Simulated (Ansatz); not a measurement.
# Ga under changes of volume

One of the cells (17.718 Å³/atom); the others are scaled copies at fixed shape and fractional positions:

```
Ga
1.0
    -1.38440    1.38440    2.31122
     1.38440   -1.38440    2.31122
     1.38440    1.38440   -2.31122
Ga
1
Cartesian
  0.0000 0.0000 0.0000
```

This isn't the form of Ga at room conditions, which is orthorhombic.

| Quantity | Value |
| --- | --- |
| Program | Ansatz 0.2.0 |
| Functional | PBE0 |
| Potentials or basis | Ansatz PAW |
| Cutoff | 420 eV (not typed: the program's choice for these potentials) |
| k mesh | 8 × 8 × 8 |
| Occupations | fermi-dirac, width 0.05 eV |
| Spin | no spin polarisation |

```csv
volume (Å³/atom),energy over the lowest point (meV/atom),pressure (GPa)
16.655,34.63,7.1
17.010,21.02,5.2
17.364,11.30,3.6
17.718,4.68,2.4
18.073,?,?
18.427,0.00,-0.2
18.781,1.57,-1.3
```

Problem. What does the run at 18.073 Å³/atom give?

Solution. Energy over the lowest point 0.92 meV/atom; pressure 1.0 GPa.

Worked out: A Birch-Murnaghan fit of order 3 (a polynomial in V^(-2/3)) to the other rows has its minimum at 18.38 Å³/atom with B0 = V·E''(V) = 58 GPa and B' = 4.0 at fixed shape and positions, which overstates the stiffness. It gives 1.00 meV/atom at 18.073 Å³/atom, against the run's 0.92, and -dE/dV = 1.0 GPa, against 1.0.

Energies are extrapolated to zero smearing.

Caveats: all runs use coarse meshes; the PAW data sets come from PBE, with cores solved anew for the run's functional, which leaves a small shift of forces and pressure; the thresholds are loose for stress.
